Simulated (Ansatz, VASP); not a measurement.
**BN (pbesol): VASP beside Ansatz**

```xyz
4
Lattice="2.4982 0.0000 0.0000 -1.2491 2.1635 0.0000 0.0000 0.0000 6.6357" Properties=species:S:1:pos:R:3 pbc="T T T"
B     0.0000    1.4424    1.6589
B     1.2491    0.7212    4.9768
N     0.0000    1.4424    4.9768
N     1.2491    0.7212    1.6589
```

Alike in both runs: task relaxation of cell and atoms; functional PBEsol; k mesh 12 × 12 × 4; occupations gaussian, width 0.02 eV; no spin polarisation.

|  | VASP | Ansatz |
| --- | --- | --- |
| version | VASP 6.6.1 | Ansatz 0.2.0 |
| potentials or method | VASP PAW PBE potentials, release 64 (B, N) | scalar-relativistic, plane waves, PAW |
| plane-wave cutoff (eV) | 600 | 420 |
| valence electrons in the cell | 16 | 16 |

Ansatz gave:

| Property | Result |
| --- | --- |
| gap on the k mesh at the Fermi level, each at its own relaxed structure (eV) | 4.27 |
| relaxed volume (Å³/atom) | 9.54 |
| relaxed cell length with the largest relative difference (Å) | 7.029 |
| energy change over the relaxation (meV/atom) | -2 |

What did VASP give for the same quantities?

gap on the k mesh at the Fermi level, each at its own relaxed structure (eV): 4.23; relaxed volume (Å³/atom): 9.39; relaxed cell length with the largest relative difference (Å): 6.907; energy change over the relaxation (meV/atom): -1.

Caveats: the PAW data sets were made with another functional, which shifts forces and pressure a little (VASP); this functional lacks dispersion, which binds the layers, so the pressure and a relaxed spacing across them are unreliable. Zero-point motion and thermal expansion aren't in these numbers. A k mesh can miss the band edges.
